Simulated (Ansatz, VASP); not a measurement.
One calculation of Hf, two programs

File POSCAR:

```
Hf
1.0
   -1.8036916921      1.8036916921      1.8036916921
    1.8036916921     -1.8036916921      1.8036916921
    1.8036916921      1.8036916921     -1.8036916921
Hf
1
Direct
    0.0000000000      0.0000000000      0.0000000000
```

INCAR.step1

```
SYSTEM = Hf
PREC     = Accurate       ! precision mode
ENCUT    = 520            ! plane-wave cutoff, eV
ISMEAR   = 0              ! smearing method
SIGMA    = 0.1            ! smearing width, eV
LREAL    = .False.        ! projectors in reciprocal space
LASPH    = .True.         ! aspherical terms in the spheres
NELM     = 60             ! most SCF steps
NBANDS   = 11             ! bands
GGA      = PE             ! functional
ALGO     = Normal         ! electronic algorithm
EDIFF    = 1E-4           ! SCF threshold, eV
LWAVE    = .True.         ! write WAVECAR
LCHARG   = .False.        ! write CHGCAR
```

The input INCAR.step2:

```
SYSTEM = Hf
PREC     = Accurate       ! precision mode
ENCUT    = 520            ! plane-wave cutoff, eV
EDIFF    = 1E-6           ! SCF threshold, eV
ISMEAR   = 0              ! smearing method
SIGMA    = 0.1            ! smearing width, eV
LREAL    = .False.        ! projectors in reciprocal space
LASPH    = .True.         ! aspherical terms in the spheres
NELM     = 60             ! most SCF steps
ALGO     = Normal         ! electronic algorithm
ISIF     = 2              ! what is computed and relaxed
LWAVE    = .False.        ! write WAVECAR
LCHARG   = .False.        ! write CHGCAR
METAGGA  = R2SCAN         ! meta-GGA
LMIXTAU  = .True.       
NBANDS   = 11             ! bands
ISTART   = 1
```

The input KPOINTS:

```
regular mesh
0
Gamma
  16 16 16
  0 0 0
```

Input for Ansatz:

```yaml
crystal:
  lattice:
    - [-1.8036916921, 1.8036916921, 1.8036916921]
    - [1.8036916921, -1.8036916921, 1.8036916921]
    - [1.8036916921, 1.8036916921, -1.8036916921]
  atoms:
    - { symbol: Hf, position: [0.0, 0.0, 0.0] }
basis:
  ecutwfc: 500
kpoints:
  mp_grid: { grid: [16, 16, 16] }
hamiltonian:
  xc: r2scan
scf:
  occupations: { method: gaussian, width: 0.1 }
output:
  forces: true
  stress: true
  eigenvalues: true
```

Alike in both runs: task single point; functional r2SCAN; k mesh 16 × 16 × 16; occupations gaussian, width 0.1 eV; no spin polarisation.

```csv
,VASP,Ansatz
version,VASP 6.6.1,Ansatz 0.2.0
potentials or method,"VASP PAW PBE potentials, release 64 (Hf_pv)","scalar-relativistic, plane waves, PAW"
plane-wave cutoff (eV),520,500
valence electrons in the cell,10,26
```

```tsv
	VASP	Ansatz	Ansatz less VASP
gap on the k mesh at the Fermi level (eV)	none	none	-
pressure (GPa)	-5.7	-5.3	+0.45
```

A gap of «none» marks a metal or a gap that the smearing closes. The two sets of potentials don't hold the same shells in valence.

Caveats: the PAW data sets were made with another functional, which shifts forces and pressure a little (VASP). The runs have no spin-orbit coupling, so splittings on Hf are missing.
